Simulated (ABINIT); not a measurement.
Runs of ABINIT 10.8.3 (patched build) on InP. The structure is cubic, space group F-43m (No. 216). The conventional cell has a = 5.861 Å, b = 5.861 Å, c = 5.861 Å, α = 90.00°, β = 90.00°, γ = 90.00°. In (site symmetry -43m) is surrounded by 4 P at 2.54 Å. P (site symmetry -43m) is surrounded by 4 In at 2.54 Å. 

```tsv
task	level	potentials or basis	k mesh	mesh quality	gap on the mesh (eV)	V0 of scaled cells (Å³/atom)	B0 (GPa)
equation of state	LDA-Teter	JTH PAW LDA v2.0 sp	8 × 8 × 8	not flagged	-	(b)	72
band structure	WC	JTH PAW PBE v2.0	8 × 8 × 8	not flagged	0.56	-	-
equation of state	WC	JTH PAW PBE v2.0 sp	8 × 8 × 8	not flagged	-	26.25	(a)
single point	LDA	JTH PAW LDA v2.0	3 × 3 × 3	coarse	0.41	-	-
```

Alike in all rows: no spin polarisation; cell as given; cutoff (eV) 544; smearing fermi-dirac 0.05 eV.

Task: Fill in the values left out.

Result: (a) 68; (b) 25.58.

Caveats: some runs use coarse meshes; pressures at fixed basis lie under the slope of the energies (some runs); this set keeps more shells in the core, which shifts pressures and gaps (some runs); the PAW data sets were made with another functional, which shifts forces and pressure a little (some runs); spin-orbit coupling is left out, which moves the levels of the heavy elements (some runs).

A k mesh can miss the band edges, and the runs leave out spin-orbit coupling on In.

Runs at the PBE level aren't shown here.
